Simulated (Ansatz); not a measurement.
# BN: the cost of one run

Program: Ansatz 0.2.0. Level of theory: DFT PBE+D3(BJ), scalar-relativistic, plane waves, PAW. These are calculated values, not measurements.

2 further runs of the same task are left out: 2 set aside as unsound or not needed.

**1. Starting point**

It takes space group R3m (No. 160, trigonal). Conventional cell: a = 2.506 Å, b = 2.506 Å, c = 9.885 Å, α = 90.00°, β = 90.00°, γ = 120.00°. B (site symmetry 3m) has 3 N at 1.45 Å as nearest neighbours. N (site symmetry 3m) is surrounded by 3 B at 1.45 Å.

As a file:

```cif
data_structure
_symmetry_space_group_name_H-M 'R3m:H'
_symmetry_Int_Tables_number 160
_cell_length_a 2.5061
_cell_length_b 2.5061
_cell_length_c 9.8847
_cell_angle_alpha 90.000
_cell_angle_beta 90.000
_cell_angle_gamma 120.000
_cell_volume 53.76
loop_
_atom_site_label
_atom_site_type_symbol
_atom_site_symmetry_multiplicity
_atom_site_Wyckoff_symbol
_atom_site_fract_x
_atom_site_fract_y
_atom_site_fract_z
_atom_site_occupancy
B1 B 3 a 0.00000 0.00000 0.00030 1
N1 N 3 a 0.66667 0.33333 0.00060 1
```

It goes back to an entry of the Materials Project, which need not be the stable form.

It is the result of an earlier relaxation at this level (volume 8.96 Å³/atom; gap on the mesh: 4.24 eV).

**2. Band edges over the zone of the host**

Contents of input.yaml:

```yaml
crystal:
  lattice:
    - [1.2530569068, 0.7234527425, 3.2948837584]
    - [-1.2530569068, 0.7234527425, 3.2948837584]
    - [0.0, -1.446905485, 3.2948837584]
  atoms:
    - { symbol: B, position: [0.9996975441, 0.9996975441, 0.9996975441] }
    - { symbol: "N", position: [0.3327354559, 0.3327354559, 0.3327354559] }
basis:
  ecutwfc: 420
  xc_grid: 2
kpoints:
  mp_grid: { grid: [12, 12, 12] }
  band_path: { path: [VBM, CBM], npoints: 2 }
hamiltonian:
  xc: pbe
  dispersion: d3bj
scf:
  occupations: { method: gaussian, width: 0.01 }
output:
  forces: true
  stress: true
  eigenvalues: true
```

Launch:

```sh
$ ansatz run input.yaml --threads 4 --pin off --max-ram 8192MiB --backend cpu --events-out ev --progress --plain --runs-dir out
```

What time and memory should one allow on 4 threads of Arm Neoverse V2, shared host?

About 2 s, with a peak of 0.3 GiB.
